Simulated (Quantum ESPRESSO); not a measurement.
# AlN (F-43m) in Quantum ESPRESSO: notebook

The runs below take AlN through band structure, single point, equation of state, with LDA, r2SCAN.

Everything below comes from runs of Quantum ESPRESSO 7.5. Logs are shortened: lines on timing, memory, paths and dates and some standing lists are left out, and cuts for length are marked.

### Step 1. The crystal as given

Symmetry: F-43m, No. 216, cubic system. The conventional cell has a = 4.368 Å, b = 4.368 Å, c = 4.368 Å, α = 90.00°, β = 90.00°, γ = 90.00°. Al (site symmetry -43m) has 4 N at 1.89 Å as nearest neighbours. Around N (site symmetry -43m) lie 4 Al at 1.89 Å.

Measurements of this composition are mostly on another form, of space group No. 186.

### Step 2. Band structure, LDA

pw.in reads:

```
&CONTROL
  calculation = 'scf'
  prefix = 'pwscf'
  outdir = './tmp'
  pseudo_dir = './pseudo'
  tprnfor = .true.
  tstress = .true.
  disk_io = 'low'
/
&SYSTEM
  ibrav = 0
  nat = 2
  ntyp = 2
  ecutwfc = 84
  nbnd = 9
  occupations = 'smearing'
  smearing = 'fd'
  degauss = 0.00367493
/
&ELECTRONS
  conv_thr = 4d-10
  electron_maxstep = 120
  mixing_beta = 0.5
/
ATOMIC_SPECIES
Al    26.9815 Al.upf
N     14.0070 N.upf
CELL_PARAMETERS angstrom
   0.0000000000    2.1839935596    2.1839935596
   2.1839935596    0.0000000000    2.1839935596
   2.1839935596    2.1839935596    0.0000000000
ATOMIC_POSITIONS crystal
Al     0.0000000000    0.0000000000    0.0000000000
N      0.2500000000    0.2500000000    0.2500000000
K_POINTS automatic
10 10 10 0 0 0
```

bands.in reads:

```
&CONTROL
  calculation = 'bands'
  prefix = 'pwscf'
  outdir = './tmp'
  pseudo_dir = './pseudo'
  disk_io = 'low'
  verbosity = 'high'
/
&SYSTEM
  ibrav = 0
  nat = 2
  ntyp = 2
  ecutwfc = 84
  nbnd = 9
  occupations = 'smearing'
  smearing = 'fd'
  degauss = 0.00367493
/
&ELECTRONS
  conv_thr = 1d-08
  electron_maxstep = 120
  mixing_beta = 0.5
  diago_full_acc = .true.
/
ATOMIC_SPECIES
Al    26.9815 Al.upf
N     14.0070 N.upf
CELL_PARAMETERS angstrom
   0.0000000000    2.1839935596    2.1839935596
   2.1839935596    0.0000000000    2.1839935596
   2.1839935596    2.1839935596    0.0000000000
ATOMIC_POSITIONS crystal
Al     0.0000000000    0.0000000000    0.0000000000
N      0.2500000000    0.2500000000    0.2500000000
K_POINTS crystal
60
 0.0000000000  0.0000000000  0.0000000000 1
 0.0625000000  0.0000000000  0.0625000000 1
 0.1250000000  0.0000000000  0.1250000000 1
 0.1875000000  0.0000000000  0.1875000000 1
 0.2500000000  0.0000000000  0.2500000000 1
 0.3125000000  0.0000000000  0.3125000000 1
 0.3750000000  0.0000000000  0.3750000000 1
 0.4375000000  0.0000000000  0.4375000000 1
 0.5000000000  0.0000000000  0.5000000000 1
 0.5000000000  0.0625000000  0.5625000000 1
 0.5000000000  0.1250000000  0.6250000000 1
 0.5000000000  0.1875000000  0.6875000000 1
 0.5000000000  0.2500000000  0.7500000000 1
 0.4375000000  0.3125000000  0.7500000000 1
 0.3750000000  0.3750000000  0.7500000000 1
 0.3375000000  0.3375000000  0.6750000000 1
 0.3000000000  0.3000000000  0.6000000000 1
 0.2625000000  0.2625000000  0.5250000000 1
 0.2250000000  0.2250000000  0.4500000000 1
 0.1875000000  0.1875000000  0.3750000000 1
 0.1500000000  0.1500000000  0.3000000000 1
 0.1125000000  0.1125000000  0.2250000000 1
 0.0750000000  0.0750000000  0.1500000000 1
 0.0375000000  0.0375000000  0.0750000000 1
 0.0000000000  0.0000000000  0.0000000000 1
 0.0625000000  0.0625000000  0.0625000000 1
 0.1250000000  0.1250000000  0.1250000000 1
 0.1875000000  0.1875000000  0.1875000000 1
 0.2500000000  0.2500000000  0.2500000000 1
 0.3125000000  0.3125000000  0.3125000000 1
 0.3750000000  0.3750000000  0.3750000000 1
 0.4375000000  0.4375000000  0.4375000000 1
 0.5000000000  0.5000000000  0.5000000000 1
 0.5250000000  0.4500000000  0.5250000000 1
 0.5500000000  0.4000000000  0.5500000000 1
 0.5750000000  0.3500000000  0.5750000000 1
 0.6000000000  0.3000000000  0.6000000000 1
 0.6250000000  0.2500000000  0.6250000000 1
 0.5833333333  0.2500000000  0.6666666667 1
 0.5416666667  0.2500000000  0.7083333333 1
 0.5000000000  0.2500000000  0.7500000000 1
 0.5000000000  0.2857142857  0.7142857143 1
 0.5000000000  0.3214285714  0.6785714286 1
 0.5000000000  0.3571428571  0.6428571429 1
 0.5000000000  0.3928571429  0.6071428571 1
 0.5000000000  0.4285714286  0.5714285714 1
 0.5000000000  0.4642857143  0.5357142857 1
 0.5000000000  0.5000000000  0.5000000000 1
 0.4821428571  0.4821428571  0.5357142857 1
 0.4642857143  0.4642857143  0.5714285714 1
 0.4464285714  0.4464285714  0.6071428571 1
 0.4285714286  0.4285714286  0.6428571429 1
 0.4107142857  0.4107142857  0.6785714286 1
 0.3928571429  0.3928571429  0.7142857143 1
 0.3750000000  0.3750000000  0.7500000000 1
 0.6250000000  0.2500000000  0.6250000000 1
 0.5937500000  0.1875000000  0.5937500000 1
 0.5625000000  0.1250000000  0.5625000000 1
 0.5312500000  0.0625000000  0.5312500000 1
 0.5000000000  0.0000000000  0.5000000000 1
```

Potentials or basis: PseudoDojo 0.4.1 SR LDA standard.

The run is started by

```
$ OMP_NUM_THREADS=1 pw.x -in pw.in > pw.out
$ OMP_NUM_THREADS=1 pw.x -in bands.in > bands.out
```

pw.out:

```text
This program is part of the open-source Quantum ESPRESSO suite
     for quantum simulation of materials; please cite
[... 9 lines left out ...]
     --------------------
     sticks:   dense  smooth     PW     G-vecs:    dense   smooth      PW
     Sum         793     793    241                14553    14553    2445

     Using Slab Decomposition

     bravais-lattice index     =            0
     lattice parameter (alat)  =       5.8367  a.u.
     unit-cell volume          =     140.5985 (a.u.)^3
     number of atoms/cell      =            2
     number of atomic types    =            2
     number of electrons       =         8.00
     number of Kohn-Sham states=            9
     kinetic-energy cutoff     =      84.0000  Ry
     charge density cutoff     =     336.0000  Ry
     scf convergence threshold =      4.0E-10
     mixing beta               =       0.5000
     number of iterations used =            8  plain     mixing
     Exchange-correlation= SLA  PW   NOGX NOGC
                           (   1   4   0   0   0   0   0)

     celldm(1)=   5.836671  celldm(2)=   0.000000  celldm(3)=   0.000000
     celldm(4)=   0.000000  celldm(5)=   0.000000  celldm(6)=   0.000000

     crystal axes: (cart. coord. in units of alat)
               a(1) = (   0.000000   0.707107   0.707107 )
               a(2) = (   0.707107   0.000000   0.707107 )
               a(3) = (   0.707107   0.707107   0.000000 )

     reciprocal axes: (cart. coord. in units 2 pi/alat)
               b(1) = ( -0.707107  0.707107  0.707107 )
               b(2) = (  0.707107 -0.707107  0.707107 )
               b(3) = (  0.707107  0.707107 -0.707107 )

     PseudoPot. # 1 for Al read from file:
     Al.upf
     Pseudo is Norm-conserving + core correction, Zval =  3.0
     Generated using ONCVPSP code by D. R. Hamann
     Using radial grid of 1854 points,  6 beta functions with:
                l(1) =   0
                l(2) =   0
                l(3) =   1
                l(4) =   1
                l(5) =   2
                l(6) =   2

     PseudoPot. # 2 for N  read from file:
     N.upf
     Pseudo is Norm-conserving + core correction, Zval =  5.0
     Generated using ONCVPSP code by D. R. Hamann
     Using radial grid of 1058 points,  4 beta functions with:
                l(1) =   0
                l(2) =   0
                l(3) =   1
                l(4) =   1

     atomic species   valence    mass     pseudopotential
     Al                3.00    26.98150     Al( 1.00)
     N                 5.00    14.00700     N ( 1.00)

     24 Sym. Ops. (no inversion) found

   Cartesian axes

     site n.     atom                  positions (alat units)
         1        Al     tau(   1) = (   0.0000000   0.0000000   0.0000000  )
         2        N      tau(   2) = (   0.3535534   0.3535534   0.3535534  )

     number of k points=    47  Fermi-Dirac smearing, width (Ry)=  0.0037
                       cart. coord. in units 2pi/alat
        k(    1) = (   0.0000000   0.0000000   0.0000000), wk =   0.0020000
        k(    2) = (   0.0707107   0.0707107  -0.0707107), wk =   0.0160000
        k(    3) = (   0.1414214   0.1414214  -0.1414214), wk =   0.0160000
        k(    4) = (   0.2121320   0.2121320  -0.2121320), wk =   0.0160000
        k(    5) = (   0.2828427   0.2828427  -0.2828427), wk =   0.0160000
        k(    6) = (  -0.3535534  -0.3535534   0.3535534), wk =   0.0080000
[... 39 lines left out ...]
        k(   46) = (  -0.0707107  -0.3535534   0.6363961), wk =   0.0480000
        k(   47) = (  -0.7071068   0.2828427   0.0000000), wk =   0.0240000

     Dense  grid:    14553 G-vectors     FFT dimensions: (  36,  36,  36)

     Initial potential from superposition of free atoms

     starting charge       7.9978, renormalised to       8.0000
     Starting wfcs are    8 randomized atomic wfcs +    1 random wfcs

     Self-consistent Calculation

     iteration #  1     ecut=    84.00 Ry     beta= 0.50
     Davidson diagonalization with overlap
     ethr =  1.00E-02,  avg # of iterations =  6.0

     total energy              =     -25.50512003 Ry
     estimated scf accuracy    <       0.59590788 Ry

     iteration #  2     ecut=    84.00 Ry     beta= 0.50
     Davidson diagonalization with overlap
     ethr =  7.45E-03,  avg # of iterations =  1.9

     total energy              =     -25.67018793 Ry
     estimated scf accuracy    <       0.08123894 Ry

     iteration #  3     ecut=    84.00 Ry     beta= 0.50
     Davidson diagonalization with overlap
     ethr =  1.02E-03,  avg # of iterations =  1.0

     total energy              =     -25.68290582 Ry
     estimated scf accuracy    <       0.00432969 Ry

     iteration #  4     ecut=    84.00 Ry     beta= 0.50
     Davidson diagonalization with overlap
     ethr =  5.41E-05,  avg # of iterations =  2.6

     total energy              =     -25.68362554 Ry
     estimated scf accuracy    <       0.00099180 Ry

     iteration #  5     ecut=    84.00 Ry     beta= 0.50
     Davidson diagonalization with overlap
     ethr =  1.24E-05,  avg # of iterations =  1.7

     total energy              =     -25.68360671 Ry
     estimated scf accuracy    <       0.00012545 Ry

     iteration #  6     ecut=    84.00 Ry     beta= 0.50
     Davidson diagonalization with overlap
     ethr =  1.57E-06,  avg # of iterations =  3.4

     total energy              =     -25.68364331 Ry
     estimated scf accuracy    <       0.00006395 Ry

     iteration #  7     ecut=    84.00 Ry     beta= 0.50
     Davidson diagonalization with overlap
     ethr =  7.99E-07,  avg # of iterations =  1.1

     total energy              =     -25.68365150 Ry
     estimated scf accuracy    <       0.00000102 Ry

     iteration #  8     ecut=    84.00 Ry     beta= 0.50
     Davidson diagonalization with overlap
     ethr =  1.27E-08,  avg # of iterations =  2.4

     total energy              =     -25.68365188 Ry
     estimated scf accuracy    <       0.00000004 Ry

     iteration #  9     ecut=    84.00 Ry     beta= 0.50
     Davidson diagonalization with overlap
     ethr =  4.88E-10,  avg # of iterations =  2.9

     End of self-consistent calculation

          k = 0.0000 0.0000 0.0000 (  1837 PWs)   bands (ev):

    -8.1651   6.6467   6.6467   6.6467  10.8904  19.0046  19.0046  19.0046
    24.2513

          k = 0.0707 0.0707-0.0707 (  1841 PWs)   bands (ev):

    -8.0156   5.8433   6.5941   6.5941  11.5311  18.6197  19.1359  19.1359
    22.9862

          k = 0.1414 0.1414-0.1414 (  1841 PWs)   bands (ev):

    -7.5891   4.2381   6.4631   6.4631  12.6210  17.8348  19.0815  19.0815
    22.4357

          k = 0.2121 0.2121-0.2121 (  1841 PWs)   bands (ev):

    -6.9654   2.5759   6.3132   6.3132  13.4248  17.1071  18.4520  18.4520
    23.4463

          k = 0.2828 0.2828-0.2828 (  1832 PWs)   bands (ev):

    -6.3343   1.2648   6.2003   6.2003  13.8192  16.6012  17.8679  17.8679
    24.0812

          k =-0.3536-0.3536 0.3536 (  1850 PWs)   bands (ev):

    -6.0441   0.7394   6.1589   6.1589  13.9291  16.4123  17.6527  17.6527
    24.3757

          k = 0.1414-0.0000 0.0000 (  1840 PWs)   bands (ev):

    -7.9660   5.8662   6.4378   6.4378  11.7221  18.3852  19.2834  19.2834
    21.2176

          k = 0.2121 0.0707-0.0707 (  1834 PWs)   bands (ev):

    -7.6320   4.6789   6.2300   6.3337  12.5748  17.8040  18.8939  19.4671
    20.5849

          k = 0.2828 0.1414-0.1414 (  1834 PWs)   bands (ev):

    -7.0715   3.1283   6.0553   6.1530  13.3829  17.0189  18.1715  19.1369
    21.5654

          k = 0.3536 0.2121-0.2121 (  1838 PWs)   bands (ev):
[... 74 lines left out ...]
          k =-0.1414-0.5657 0.5657 (  1823 PWs)   bands (ev):

    -5.6638   2.0420   4.0638   5.2446  11.7262  16.3922  18.9365  20.5982
    21.8303

          k =-0.0707-0.4950 0.4950 (  1825 PWs)   bands (ev):

    -5.5089   2.0515   3.2882   5.4439  12.3801  16.6433  19.0927  20.0337
    22.1861

          k =-0.0000-0.4243 0.4243 (  1820 PWs)   bands (ev):

    -5.7273   2.1246   3.3644   5.7708  13.3722  16.3376  18.6191  19.4399
    23.6216

          k = 0.5657-0.0000 0.0000 (  1808 PWs)   bands (ev):

    -5.7574   2.1116   4.9936   4.9936  10.4852  15.3681  19.7137  21.7564
    21.7564

          k =-0.0707-0.6364 0.6364 (  1812 PWs)   bands (ev):

    -5.4683   1.8877   4.4404   4.9549  10.4732  15.5125  19.9882  21.7103
    21.8740

          k = 0.0000-0.5657 0.5657 (  1816 PWs)   bands (ev):

    -5.3741   2.1244   3.4166   5.1179  11.2365  16.2697  19.7781  21.0743
    21.5832

          k =-0.7071 0.0000 0.0000 (  1772 PWs)   bands (ev):

    -5.3837   1.6936   4.8506   4.8506   9.9053  15.0899  20.3685  22.1163
    22.1163

          k = 0.2828 0.1414 0.0000 (  1832 PWs)   bands (ev):

    -7.2301   3.8240   5.6334   6.2802  13.2001  17.3801  17.8727  19.6830
    20.6308

          k = 0.3536 0.2121-0.0707 (  1838 PWs)   bands (ev):

    -6.6502   2.6708   5.1636   6.0955  13.7295  16.5139  17.7670  19.2854
    21.6214

          k =-0.2828-0.4243 0.5657 (  1820 PWs)   bands (ev):

    -6.0771   1.6341   4.9412   5.8635  14.0208  15.6729  18.3311  18.8604
    22.9918

          k =-0.2121-0.3536 0.4950 (  1824 PWs)   bands (ev):

    -5.8200   1.2037   4.8841   5.7577  14.1419  15.3235  18.5984  18.7440
    24.0285

          k = 0.4243 0.1414-0.0000 (  1824 PWs)   bands (ev):

    -6.4529   2.8165   5.0227   5.5533  12.5616  16.6962  17.6819  20.3698
    21.2971

          k =-0.2121-0.4950 0.6364 (  1823 PWs)   bands (ev):

    -5.9314   2.1635   4.4334   5.2871  12.6260  16.7126  17.8836  20.0738
    22.1214

          k =-0.1414-0.4243 0.5657 (  1820 PWs)   bands (ev):

    -5.6088   1.8008   3.9356   5.2419  12.9442  16.4590  18.5648  19.6644
    22.8001

          k =-0.0707-0.3536 0.4950 (  1830 PWs)   bands (ev):

    -5.6938   1.9209   3.7611   5.4632  13.4192  16.2618  18.4381  19.4804
    23.3389

          k = 0.0000-0.2828 0.4243 (  1832 PWs)   bands (ev):

    -6.1237   2.2913   4.1982   5.8154  13.8162  16.2627  17.7867  19.4403
    22.3269

          k =-0.1414-0.5657 0.7071 (  1825 PWs)   bands (ev):

    -5.6967   2.1509   4.5823   4.8093  11.2661  16.0231  19.0803  20.9606
    22.0727

          k =-0.0707-0.4950 0.6364 (  1821 PWs)   bands (ev):

    -5.4282   2.1743   3.6629   4.7450  11.7390  16.5974  19.1156  20.2369
    22.4686

          k =-0.0000-0.4243 0.5657 (  1821 PWs)   bands (ev):

    -5.4317   2.5273   2.8560   5.0220  12.5191  16.8873  18.9670  19.6492
    22.7675

          k =-0.7071 0.1414 0.0000 (  1804 PWs)   bands (ev):

    -5.3630   1.9129   4.4261   4.4749  10.7587  15.7865  20.0359  20.8990
    22.4178

          k =-0.1414-0.4243 0.7071 (  1824 PWs)   bands (ev):

    -5.5573   2.2586   3.6825   4.7389  12.7060  17.2666  17.7321  19.8956
    22.9714

          k =-0.0707-0.3536 0.6364 (  1820 PWs)   bands (ev):

    -5.4029   2.4378   3.2772   4.4696  12.7793  17.2492  18.3985  19.3298
    23.3787

          k =-0.7071 0.2828 0.0000 (  1816 PWs)   bands (ev):

    -5.3288   2.5258   3.5138   3.9897  12.3061  17.3482  18.8835  19.0712
    23.2662

     the Fermi energy is     8.2847 ev

!    total energy              =     -25.68365189 Ry
     estimated scf accuracy    <          2.4E-10 Ry
     smearing contrib. (-TS)   =      -0.00000000 Ry
     internal energy E=F+TS    =     -25.68365189 Ry

     The total energy is F=E-TS. E is the sum of the following terms:
     one-electron contribution =      -0.96273900 Ry
     hartree contribution      =       5.57120810 Ry
     xc contribution           =      -8.49216178 Ry
     ewald contribution        =     -21.79995921 Ry

     convergence has been achieved in   9 iterations

     Forces acting on atoms (cartesian axes, Ry/au):

     atom    1 type  1   force =     0.00000000   -0.00000000    0.00000000
     atom    2 type  2   force =    -0.00000000    0.00000000   -0.00000000

     Total force =     0.000000     Total SCF correction =     0.000000

     Computing stress (Cartesian axis) and pressure

          total   stress  (Ry/bohr**3)                   (kbar)     P=      -48.25
  -0.00032802   0.00000000   0.00000000          -48.25        0.00        0.00
   0.00000000  -0.00032802  -0.00000000            0.00      -48.25       -0.00
   0.00000000  -0.00000000  -0.00032802            0.00       -0.00      -48.25

=------------------------------------------------------------------------------=
   JOB DONE.
=------------------------------------------------------------------------------=
```

Wall time 15 s (1 thread of Intel Xeon Platinum 8488C (Sapphire Rapids), shared host); peak memory 0.09 GiB.

What came out:

```yaml
Free_energy: -349.4439 eV
Pressure: -4.8 GPa
Band_gap_on_the_k_mesh: 3.26 eV, indirect (least direct gap 4.24 eV)
Band_gap_along_the_path: 3.26 eV, indirect (least direct gap 4.24 eV)
```

Levels at the corners of the path, in eV from the valence-band top:
```csv
point,band 1,band 2,band 3,band 4,band 5,band 6,band 7,band 8
Γ,-14.81,0.00,0.00,0.00,4.24,12.36,12.36,12.36
X,-12.03,-4.95,-1.80,-1.80,3.26,8.44,13.72,15.47
W,-11.97,-3.83,-3.48,-2.73,5.98,11.28,11.84,11.95
K,-12.05,-4.30,-3.67,-1.39,5.09,9.95,12.86,13.99
Γ,-14.81,0.00,0.00,0.00,4.24,12.36,12.36,12.36
L,-12.69,-5.91,-0.49,-0.49,7.28,9.77,11.01,11.01
U,-12.05,-4.30,-3.67,-1.39,5.09,9.95,12.86,13.99
W,-11.97,-3.83,-3.48,-2.73,5.98,11.28,11.84,11.95
L,-12.69,-5.91,-0.49,-0.49,7.28,9.77,11.01,11.01
K,-12.05,-4.30,-3.67,-1.39,5.09,9.95,12.86,13.99
U,-12.05,-4.30,-3.67,-1.39,5.09,9.95,12.86,13.99
X,-12.03,-4.95,-1.80,-1.80,3.26,8.44,13.72,15.47
```

(Continued in part 2 of 2.)
